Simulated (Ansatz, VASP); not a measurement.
Two plane-wave programs on Mg

```
Mg
1.0
     0.00000    2.19112    2.19112
     2.19112    0.00000    2.19112
     2.19112    2.19112    0.00000
Mg
1
Direct
  0.00000 0.00000 0.00000
```

Alike in both runs: task single point; functional PBE; k mesh 16 × 16 × 16; occupations gaussian, width 0.1 eV; no spin polarisation.

```csv
,VASP,Ansatz
version,VASP 6.6.1,Ansatz 0.2.0
potentials or method,"VASP PAW PBE potentials, release 64 (Mg)","scalar-relativistic, plane waves, PAW"
plane-wave cutoff (eV),520,420
valence electrons in the cell,2,10
```

|  | VASP | Ansatz | Ansatz less VASP |
| --- | --- | --- | --- |
| gap on the k mesh at the Fermi level (eV) | none | none | - |
| pressure (GPa) | 3.9 | 4.0 | +0.12 |

A gap of «none» marks a metal or a gap that the smearing closes. The two sets of potentials don't hold the same shells in valence.
